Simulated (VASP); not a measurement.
# Ti (Fm-3m) in VASP: settings compared, part 2 of 3

VASP 6.6.1. Earlier steps stand in the parts before.

### Step 3. Relaxation of cell and atoms, r2SCAN+rVV10

File INCAR:

```
SYSTEM = Ti
PREC = Accurate
ENCUT = 600
EDIFF = 1E-7
ISMEAR = 0
SIGMA = 0.1
LREAL = .FALSE.
LASPH = .TRUE.
NELM = 60
ALGO = Normal
ISIF = 3
LWAVE = .FALSE.
LCHARG = .FALSE.
METAGGA = R2SCAN
LMIXTAU = .TRUE.
LUSE_VDW = .TRUE.
IVDW_NL = 2
BPARAM = 11.95
CPARAM = 0.0093
IBRION = 2
NSW = 90
EDIFFG = -0.005
```

File KPOINTS:

```
Automatic mesh
0
G
  18 18 18
  0 0 0
```

File POSCAR:

```
Ti
1.0
    0.0000000000      2.0545745400      2.0545745400
    2.0545745400      0.0000000000      2.0545745400
    2.0545745400      2.0545745400      0.0000000000
Ti
1
Direct
    0.0000000000      0.0000000000      0.0000000000
```

Potentials or basis: VASP PAW PBE potentials, release 64 (Ti_sv).

Started as:

```
$ cat potpaw_PBE.64/Ti_sv/POTCAR > POTCAR
$ mpirun -np 1 vasp_std > vasp.out
```

OUTCAR:

```text
SYSTEM = Ti
   PREC = Accurate
   ENCUT = 600
   EDIFF = 1E-7
   ISMEAR = 0
   LREAL = .FALSE.
   LASPH = .TRUE.
   NELM = 60
   ISIF = 3
   METAGGA = R2SCAN
   IVDW_NL = 2
   BPARAM = 11.95
   IBRION = 2
   NSW = 90
   EDIFFG = -0.005

 ion  position               nearest neighbor table
   1  0.000  0.000  0.000-

  LATTYP: Found a face centered cubic cell.
 ALAT       =     4.1091490800

  Lattice vectors:

 A1 = (   0.0000000000,   2.0545745400,   2.0545745400)
 A2 = (   2.0545745400,   0.0000000000,   2.0545745400)
 A3 = (   2.0545745400,   2.0545745400,   0.0000000000)

Analysis of symmetry for initial positions (statically):
=====================================================================
 Subroutine PRICEL returns:
 Original cell was already a primitive cell.

 Routine SETGRP: Setting up the symmetry group for a
 face centered cubic supercell.

 Subroutine GETGRP returns: Found 48 space group operations
 (whereof 48 operations were pure point group operations)
 out of a pool of 48 trial point group operations.

The static configuration has the point symmetry O_h .

Analysis of symmetry for dynamics (positions and initial velocities):
=====================================================================
 Subroutine PRICEL returns:
 Original cell was already a primitive cell.

 Routine SETGRP: Setting up the symmetry group for a
 face centered cubic supercell.

 Subroutine GETGRP returns: Found 48 space group operations
 (whereof 48 operations were pure point group operations)
 out of a pool of 48 trial point group operations.

The dynamic configuration has the point symmetry O_h .

 Subroutine INISYM returns: Found 48 space group operations
 (whereof 48 operations are pure point group operations),
 and found     1 'primitive' translations

----------------------------------------------------------------------------------------

                                     Primitive cell

  volume of cell :      17.3459

  direct lattice vectors                    reciprocal lattice vectors
     0.000000000  2.054574540  2.054574540    -0.243359387  0.243359387  0.243359387
     2.054574540  0.000000000  2.054574540     0.243359387 -0.243359387  0.243359387
     2.054574540  2.054574540  0.000000000     0.243359387  0.243359387 -0.243359387

  length of vectors
     2.905607179  2.905607179  2.905607179     0.421510822  0.421510822  0.421510822

  position of ions in fractional coordinates (direct lattice)
     0.000000000  0.000000000  0.000000000

  ion indices of the primitive-cell ions
   primitive index   ion index
                 1           1

----------------------------------------------------------------------------------------

 KPOINTS: Automatic mesh

Automatic generation of k-mesh.
 Grid dimensions read from file:
 generate k-points for:   18   18   18

 Generating k-lattice:

  Cartesian coordinates                     Fractional coordinates (reciprocal lattice)
    -0.013519966  0.013519966  0.013519966     0.055555556  0.000000000  0.000000000
     0.013519966 -0.013519966  0.013519966     0.000000000  0.055555556  0.000000000
     0.013519966  0.013519966 -0.013519966     0.000000000  0.000000000  0.055555556

  Length of vectors
     0.023417268  0.023417268  0.023417268

  Shift w.r.t. Gamma in fractional coordinates (k-lattice)
[... 46 lines left out ...]
   ISPIN  =      1    spin polarized calculation?
   LNONCOLLINEAR =      F non collinear calculations
   LSORBIT =      F    spin-orbit coupling
   LASPH  =      T    aspherical Exc in radial PAW
   ENCUT  =  600.0 eV  44.10 Ry    6.64 a.u.   5.80  5.80  5.80*2*pi/ulx,y,z
   NELM   =     60;   NELMIN=  2; NELMDL= -5     # of ELM steps
   EDIFF  = 0.1E-06   stopping-criterion for ELM
   LREAL  =      F    real-space projection
   EDIFFG = -.5E-02   stopping-criterion for IOM
   NSW    =     90    number of steps for IOM
   IBRION =      2    ionic relax: 0-MD 1-quasi-New 2-CG
   NFREE  =      1    steps in history (QN), initial steepest desc. (CG)
   ISIF   =      3    stress and relaxation
   ISYM   =      2    0-nonsym 1-usesym 2-fastsym
   POTIM  = 0.5000    time-step for ionic-motion
   TEBEG  =    0.0;   TEEND  =   0.0 temperature during run
   PSTRESS=    0.0 pullay stress
   NELECT =      12.0000    total number of electrons
   NUPDOWN=      -1.0000    fix difference up-down
   EMIN   =  10.00;   EMAX   =-10.00  energy-range for DOS
   EFERMI =   0.00;   METHOD = LEGACY
   ISMEAR =     0;   SIGMA  =   0.10  broadening in eV -4-tet -1-fermi 0-gaus
   EFERMI_NEDOS =   21; number of points for ismear=-14 and -15
   IALGO  =     38    algorithm
   IMIX   =      4    mixing-type and parameters
     AMIX     =   0.40;   BMIX     =  1.00
     AMIX_MAG =   1.60;   BMIX_MAG =  1.00
  volume/ion in A,a.u.               =      17.35       117.06
  Fermi-wavevector in a.u.,A,eV,Ry     =   1.447894  2.736122 28.523202  2.096396
  Thomas-Fermi vector in A             =   2.565797
   LORBIT       =      0    0 simple, 1 ext, 2 COOP (PROOUT), +10 PAW based schemes
   METAGGA = R2SCAN    functional components
   LHFCALC =     F    Hartree Fock is set to
   AEXX    =    0.0000 exact exchange contribution
   IVDW_NL    =     2    kernel type
   BPARAM     =11.9500
   IVDW    =     0    specifies the selected vdW correction
   LEPSILON=     F    determine dielectric tensor
   LRPA    =     F    only Hartree local field effects (RPA)
 conjugate gradient relaxation of ions
 non-spin polarized calculation
 Gauss-broadening in eV      SIGMA  =   0.10
  energy-cutoff  :      600.00
  volume of cell :       17.35
 maximum number of plane-waves:       589
   NGX = 11   NGY = 11   NGZ = 11

--------------------------------------- Ionic step        1  -------------------------------------------

 number of electron      12.0000002 magnetization

 Free energy of the ion-electron system (eV)
  ---------------------------------------------------
  ext. energy  EPLUGINS =         0.00000000
  ---------------------------------------------------
  free energy    TOTEN  =       -12.60681231 eV

  energy without entropy =      -12.59946957  energy(sigma->0) =      -12.60314094

------------------------ aborting loop because EDIFF is reached ----------------------------------------

  FORCE on cell =-STRESS in cart. coord.  units (eV):
  Direction    XX          YY          ZZ          XY          YZ          ZX
  --------------------------------------------------------------------------------------
  -------------------------------------------------------------------------------------
  Total       -0.0343723     -0.0343723     -0.0343723     -0.0000000      0.0000000     -0.0000000
  in kB       -3.1748532     -3.1748532     -3.1748532     -0.0000000      0.0000000     -0.0000000
  external PRESSURE =      -3.1748532 kB  Pullay stress =       0.0000000 kB
[... 57 lines left out ...]
--------------------------------------- Ionic step        3  -------------------------------------------

 number of electron      12.0000003 magnetization

 Free energy of the ion-electron system (eV)
  ---------------------------------------------------
  ext. energy  EPLUGINS =         0.00000000
  ---------------------------------------------------
  free energy    TOTEN  =       -12.60686097 eV

  energy without entropy =      -12.59952739  energy(sigma->0) =      -12.60319418

 E-fermi :   8.2590     XC(G=0): -12.4564

 val. band max:        8.2515590969   @ k =  -0.3889   0.3889   0.1667
 cond. band min:       8.2708587794   @ k =   0.2778   0.0556   0.0000
 fundamental gap:      0.0192996825
 Fermi energy:         8.2590152536

 k-point     1 :       0.0000    0.0000    0.0000
  band No.  band energies     occupation
      1     -50.7639      2.00000
      2     -25.5630      2.00000
      3     -25.5629      2.00000
      4     -25.5629      2.00000
      5       1.7730      2.00000
      6       9.2691      0.00000
      7       9.2691      0.00000
      8       9.2691      0.00000
      9      11.0860      0.00000
     10      11.0860      0.00000
[... 287 lines left out ...]
 k-point    24 :      -0.2222    0.0556    0.0000
  band No.  band energies     occupation
      1     -50.7000      2.00000
      2     -25.9052      2.00000
      3     -25.6283      2.00000
      4     -25.5981      2.00000
      5       3.6086      2.00000
      6       8.3531      0.18312
      7       9.5299      0.00000
      8       9.6382      0.00000
      9      10.8418      0.00000
     10      11.3423      0.00000

 [... further k-points ...]

------------------------ aborting loop because EDIFF is reached ----------------------------------------

  FORCE on cell =-STRESS in cart. coord.  units (eV):
  Direction    XX          YY          ZZ          XY          YZ          ZX
  --------------------------------------------------------------------------------------
  -------------------------------------------------------------------------------------
  Total        0.0000542      0.0000542      0.0000542      0.0000000     -0.0000000      0.0000000
  in kB        0.0050192      0.0050192      0.0050192      0.0000000     -0.0000000      0.0000000
  external PRESSURE =       0.0050192 kB  Pullay stress =       0.0000000 kB
[... 16 lines left out ...]
  FREE ENERGIE OF THE ION-ELECTRON SYSTEM (eV)
  ---------------------------------------------------
  free  energy   TOTEN  =       -12.6068609700 eV

  energy  without entropy=      -12.5995273904  energy(sigma->0) =      -12.60319418

 reached required accuracy - stopping structural energy minimisation
```

OSZICAR:

```text
N       E                     dE             d eps       ncg     rms          rms(c)
DAV:   1     0.792697020007E+02    0.79270E+02   -0.75584E+03  3900   0.163E+03
DAV:   2    -0.116276119998E+02   -0.90897E+02   -0.89534E+02  4004   0.344E+02
DAV:   3    -0.167862785426E+02   -0.51587E+01   -0.51056E+01  5484   0.826E+01
[... 45 lines left out ...]
DAV:   6    -0.126068529467E+02    0.32299E-05   -0.36746E-06  4502   0.268E-02    0.127E-02
DAV:   7    -0.126068587712E+02   -0.58245E-05   -0.43293E-06  3900   0.343E-02    0.198E-03
DAV:   8    -0.126068594048E+02   -0.63366E-06   -0.12948E-07  2994   0.595E-03    0.208E-03
DAV:   9    -0.126068596044E+02   -0.19956E-06   -0.40281E-08  1962   0.376E-03    0.166E-03
DAV:  10    -0.126068610027E+02   -0.13983E-05   -0.69375E-08  1952   0.530E-03    0.850E-05
DAV:  11    -0.126068609700E+02    0.32727E-07   -0.83850E-09  1950   0.167E-03
   3 F= -.12606861E+02 E0= -.12603194E+02  d E =-.486605E-04
```

CONTCAR:

```text
Ti
   1.00000000000000
    -0.0000000000000000    2.0526417930217673    2.0526417930217673
     2.0526417930217673    0.0000000000000000    2.0526417930217673
     2.0526417930217673    2.0526417930217673   -0.0000000000000000
  Ti
     1
Direct
     0.0000000000000000    0.0000000000000000    0.0000000000000000

  0.00000000E+00  0.00000000E+00  0.00000000E+00
```

Wall time 6.1 min (1 thread of AMD EPYC 9R45 (Zen 5), shared host); peak memory 0.23 GiB.

What came out:

| Property | Result |
| --- | --- |
| Free energy | -12.6069 eV |
| Relaxed volume | 17.30 Å³/atom |
| Relaxed cell | a = 2.903 Å, b = 2.903 Å, c = 2.903 Å, α = 60.00°, β = 60.00°, γ = 60.00° |
| Space group after relaxing (to 0.05 Å) | Fm-3m (No. 225) |
| Energy gained by relaxing | 0.0 meV/atom |
| Ionic steps | 3 |
| Pressure after relaxing | 0.0 GPa |
| Band gap on the k mesh | none (metal or under the smearing width) |

Final structure:
```cif
data_structure
_symmetry_space_group_name_H-M 'P 1'
_symmetry_Int_Tables_number 1
_cell_length_a 2.9029
_cell_length_b 2.9029
_cell_length_c 2.9029
_cell_angle_alpha 60.000
_cell_angle_beta 60.000
_cell_angle_gamma 60.000
_cell_volume 17.30
loop_
_atom_site_label
_atom_site_type_symbol
_atom_site_fract_x
_atom_site_fract_y
_atom_site_fract_z
_atom_site_occupancy
Ti1 Ti 0.00000 0.00000 0.00000 1
```

Levels at points of the mesh, in eV from the Fermi level:
```csv
k point,band 3,band 4,band 5,band 6,band 7,band 8,band 9,band 10
"(0.00, 0.00, 0.00)",-33.82,-33.82,-6.49,1.01,1.01,1.01,2.83,2.83
"(0.50, 0.00, 0.00)",-33.91,-33.91,-2.72,0.45,0.94,0.94,3.86,3.86
"(0.50, 0.50, 0.00)",-34.07,-34.07,-2.67,-1.78,2.82,3.92,4.10,4.10
```

Caveat: the PAW data sets were made with another functional, which shifts forces and pressure a little.

### Step 4. Relaxation of cell and atoms, r2SCAN

File INCAR:

```
  ALGO = Normal
  EDIFF = 1E-7
  EDIFFG = -0.005
  ENCUT = 600
  IBRION = 2
  ISIF = 3
  ISMEAR = 0
  LASPH = True
  LCHARG = False
  LMIXTAU = True
  LREAL = False
  LWAVE = False
  METAGGA = R2SCAN
  NELM = 80
  NSW = 90
  PREC = Accurate
  SIGMA = 0.1
```

File KPOINTS:

```
k-points
0
Gamma
  18 18 18
```

POSCAR is that of step 3.

Potentials or basis: VASP PAW PBE potentials, release 64 (Ti_sv).

Started as:

```
$ cat potpaw_PBE.64/Ti_sv/POTCAR > POTCAR
$ mpirun -np 1 vasp_std > vasp.out
```

OUTCAR:

```text
EDIFF = 1E-7
   EDIFFG = -0.005
   ENCUT = 600
   IBRION = 2
   ISIF = 3
   ISMEAR = 0
   LASPH = True
   LREAL = False
   METAGGA = R2SCAN
   NELM = 80
   NSW = 90
   PREC = Accurate

 ion  position               nearest neighbor table
   1  0.000  0.000  0.000-

  LATTYP: Found a face centered cubic cell.
 ALAT       =     4.1091490800

  Lattice vectors:

 A1 = (   0.0000000000,   2.0545745400,   2.0545745400)
 A2 = (   2.0545745400,   0.0000000000,   2.0545745400)
 A3 = (   2.0545745400,   2.0545745400,   0.0000000000)

Analysis of symmetry for initial positions (statically):
=====================================================================
 Subroutine PRICEL returns:
 Original cell was already a primitive cell.

 Routine SETGRP: Setting up the symmetry group for a
 face centered cubic supercell.

 Subroutine GETGRP returns: Found 48 space group operations
 (whereof 48 operations were pure point group operations)
 out of a pool of 48 trial point group operations.

The static configuration has the point symmetry O_h .

Analysis of symmetry for dynamics (positions and initial velocities):
=====================================================================
 Subroutine PRICEL returns:
 Original cell was already a primitive cell.

 Routine SETGRP: Setting up the symmetry group for a
 face centered cubic supercell.

 Subroutine GETGRP returns: Found 48 space group operations
 (whereof 48 operations were pure point group operations)
 out of a pool of 48 trial point group operations.

The dynamic configuration has the point symmetry O_h .

 Subroutine INISYM returns: Found 48 space group operations
 (whereof 48 operations are pure point group operations),
 and found     1 'primitive' translations

----------------------------------------------------------------------------------------

                                     Primitive cell

  volume of cell :      17.3459
[... 127 lines left out ...]

 number of electron      12.0000002 magnetization

 Free energy of the ion-electron system (eV)
  ---------------------------------------------------
  ext. energy  EPLUGINS =         0.00000000
  ---------------------------------------------------
  free energy    TOTEN  =       -12.88321909 eV

  energy without entropy =      -12.87584260  energy(sigma->0) =      -12.87953085

------------------------ aborting loop because EDIFF is reached ----------------------------------------

  FORCE on cell =-STRESS in cart. coord.  units (eV):
  Direction    XX          YY          ZZ          XY          YZ          ZX
  --------------------------------------------------------------------------------------
  -------------------------------------------------------------------------------------
  Total        0.0610294      0.0610294      0.0610294     -0.0000000      0.0000000      0.0000000
  in kB        5.6370727      5.6370727      5.6370727     -0.0000000      0.0000000      0.0000000
  external PRESSURE =       5.6370727 kB  Pullay stress =       0.0000000 kB
[... 127 lines left out ...]
--------------------------------------- Ionic step        5  -------------------------------------------

 number of electron      12.0000002 magnetization

 Free energy of the ion-electron system (eV)
  ---------------------------------------------------
  ext. energy  EPLUGINS =         0.00000000
  ---------------------------------------------------
  free energy    TOTEN  =       -12.88337184 eV

  energy without entropy =      -12.87597881  energy(sigma->0) =      -12.87967532

 E-fermi :   8.1904     XC(G=0): -12.3954

 val. band max:        8.1815258775   @ k =  -0.3889   0.3889   0.1667
 cond. band min:       8.2030451643   @ k =   0.2778   0.0556   0.0000
 fundamental gap:      0.0215192867
 Fermi energy:         8.1903650607

 k-point     1 :       0.0000    0.0000    0.0000
  band No.  band energies     occupation
      1     -50.8629      2.00000
      2     -25.6700      2.00000
      3     -25.6699      2.00000
      4     -25.6699      2.00000
      5       1.7315      2.00000
      6       9.1896      0.00000
      7       9.1896      0.00000
      8       9.1896      0.00000
      9      10.9872      0.00000
     10      10.9872      0.00000
[... 287 lines left out ...]
 k-point    24 :      -0.2222    0.0556    0.0000
  band No.  band energies     occupation
      1     -50.8011      2.00000
      2     -26.0030      2.00000
      3     -25.7336      2.00000
      4     -25.7042      2.00000
      5       3.5566      2.00000
      6       8.2847      0.18233
      7       9.4489      0.00000
      8       9.5557      0.00000
      9      10.7463      0.00000
     10      11.2400      0.00000

 [... further k-points ...]

------------------------ aborting loop because EDIFF is reached ----------------------------------------

  FORCE on cell =-STRESS in cart. coord.  units (eV):
  Direction    XX          YY          ZZ          XY          YZ          ZX
  --------------------------------------------------------------------------------------
  -------------------------------------------------------------------------------------
  Total        0.0034517      0.0034517      0.0034517     -0.0000000     -0.0000000     -0.0000000
  in kB        0.3173085      0.3173085      0.3173085     -0.0000000     -0.0000000     -0.0000000
  external PRESSURE =       0.3173085 kB  Pullay stress =       0.0000000 kB
[... 16 lines left out ...]
  FREE ENERGIE OF THE ION-ELECTRON SYSTEM (eV)
  ---------------------------------------------------
  free  energy   TOTEN  =       -12.8833718380 eV

  energy  without entropy=      -12.8759788051  energy(sigma->0) =      -12.87967532

 reached required accuracy - stopping structural energy minimisation
```

CONTCAR:

```text
Ti
   1.00000000000000
    -0.0000000000000000    2.0578354195957851    2.0578354195957851
     2.0578354195957851   -0.0000000000000000    2.0578354195957851
     2.0578354195957851    2.0578354195957851    0.0000000000000000
  Ti
     1
Direct
     0.0000000000000000    0.0000000000000000    0.0000000000000000

  0.00000000E+00  0.00000000E+00  0.00000000E+00
```

Run time: 3.4 min. Hardware: 1 thread of Intel Xeon 6975P-C (Granite Rapids), shared host; peak memory 0.18 GiB.

Results:

| Item | Value |
| --- | --- |
| Free energy | -12.8834 eV |
| Relaxed volume | 17.43 Å³/atom |
| Relaxed cell | a = 2.910 Å, b = 2.910 Å, c = 2.910 Å, α = 60.00°, β = 60.00°, γ = 60.00° |
| Space group after relaxing (to 0.05 Å) | Fm-3m (No. 225) |
| Energy gained by relaxing | 0.2 meV/atom |
| Ionic steps | 5 |
| Pressure after relaxing | 0.0 GPa |
| Band gap on the k mesh | none (metal or under the smearing width) |

The path:
| step | energy change (eV) | largest force (eV/Å) | pressure (GPa) | volume (Å³) |
| --- | --- | --- | --- | --- |
| 1 | 0.0000 | 0.0000 | 0.56 | 17.35 |
| 2 | -0.0001 | 0.0000 | -0.42 | 17.50 |
| 3 | -0.0002 | 0.0000 | -0.06 | 17.43 |
| 4 | -0.0002 | 0.0000 | 0.05 | 17.42 |
| 5 | -0.0002 | 0.0000 | 0.03 | 17.43 |

Final structure:
```xyz
1
Lattice="0.0000 2.0578 2.0578 2.0578 0.0000 2.0578 2.0578 2.0578 0.0000" Properties=species:S:1:pos:R:3 pbc="T T T"
Ti    0.0000    0.0000    0.0000
```

Levels at points of the mesh, in eV from the Fermi level:
```csv
k point,band 3,band 4,band 5,band 6,band 7,band 8,band 9,band 10
"(0.00, 0.00, 0.00)",-33.86,-33.86,-6.46,1.00,1.00,1.00,2.80,2.80
"(0.50, 0.00, 0.00)",-33.95,-33.95,-2.70,0.44,0.93,0.93,3.82,3.82
"(0.50, 0.50, 0.00)",-34.10,-34.10,-2.63,-1.76,2.79,3.88,4.05,4.05
```

Caveat: the PAW data sets were made with another functional, which shifts forces and pressure a little.

[end of part 2 of 3]
